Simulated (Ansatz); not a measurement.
Runs of Ansatz 0.2.0 on ZnSe (Stilleite). It takes space group F-43m (No. 216, cubic). Conventional cell: a = 5.668 Å, b = 5.668 Å, c = 5.668 Å, α = 90.00°, β = 90.00°, γ = 90.00°. Se (site symmetry -43m) is surrounded by 4 Zn at 2.45 Å. Zn (site symmetry -43m) is surrounded by 4 Se at 2.45 Å. 

| task | level | k mesh | cutoff (eV) | smearing | basis error allowed | mesh quality | gap on the mesh (eV) | pressure (GPa) |
| --- | --- | --- | --- | --- | --- | --- | --- | --- |
| single point | PBE | 8 × 8 × 8 | 311 | gaussian 0.014 eV | 0.001 eV/atom | not flagged | 1.29 | 2.1 |
| single point | PBE | 8 × 8 × 8 | 311 | gaussian 0.018 eV | 0.001 eV/atom | not flagged | 1.29 | 2.1 |
| band structure | RPBE | 8 × 8 × 8 | 311 | fermi-dirac 0.05 eV | 0.001 eV/atom | not flagged | 1.46 | 4.4 |
| single point | PBE | 8 × 8 × 8 | 311 | gaussian 0.011 eV | 0.001 eV/atom | not flagged | 1.29 | 2.1 |
| single point | PBE | 4 × 4 × 4 | 272 | fermi-dirac 0.04 eV | 0.003 eV/atom | coarse | 1.28 | (b) |
| phonons | LDA | 6 × 6 × 6 | 336 | fermi-dirac 0.05 eV | 0.001 eV/atom | not flagged | (a) | - |

Alike in all rows: potentials or basis all-electron LAPW, scalar-relativistic; no spin polarisation; cell as given.

Estimate the missing entries.

(a) 1.03; (b) 2.5.

Caveats: some runs use coarse meshes.

A k mesh can miss the band edges, and the runs leave out spin-orbit coupling on Se.
